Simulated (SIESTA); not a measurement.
C in SIESTA: convergence with Tolerance

C:

```
CELL_PARAMETERS angstrom
0.00000 1.78337 1.78337
1.78337 0.00000 1.78337
1.78337 1.78337 0.00000
ATOMIC_POSITIONS crystal
C 0.74778 0.75306 0.75416
C 0.48928 0.49860 0.49360
```

This isn't the form of C at room conditions, which is graphite.

The cell isn't the ideal one: atoms moved at random, drawn with an rms of 0.05 Å.

```yaml
Program: SIESTA 5.4.2
Task: single point
Functional: PBE
Potentials_or_basis: PseudoDojo 0.4 standard (PBE files)
Basis: DZP (energy shift 0.003 Ry)
Grid_cutoff: 500 Ry
Energy_shift: 0.003 Ry
k_mesh: 10 × 10 × 10
Occupations: fermi-dirac, width 0.05 eV
Spin: no spin polarisation
```

These are the settings of the first run; the series varies Tolerance, with any setting tied to it.

Hardware: 1 thread of Arm Neoverse V2, with other jobs on the host.

| Tolerance | energy less the tightest run, at zero smearing (meV/atom) | SCF cycles | CPU time (s) | peak memory (GiB) |
| --- | --- | --- | --- | --- |
| 0.1 | 0.00 | 4 | 22 | 0.18 |
| 0.01 | 0.00 | 4 | 22 | 0.18 |
| 0.001 | 0.00 | 5 | 25 | 0.18 |
| 0.0001 | 0.00 | 6 | 28 | 0.18 |
| 1e-05 | 0.00 | 7 | 32 | 0.18 |
| 1e-06 | 0.00 | 9 | 38 | 0.18 |

Against the tightest run, the energy stays within 1 meV/atom from 0.1 on. The tightest run that finished is the yardstick and may itself not be fully converged.
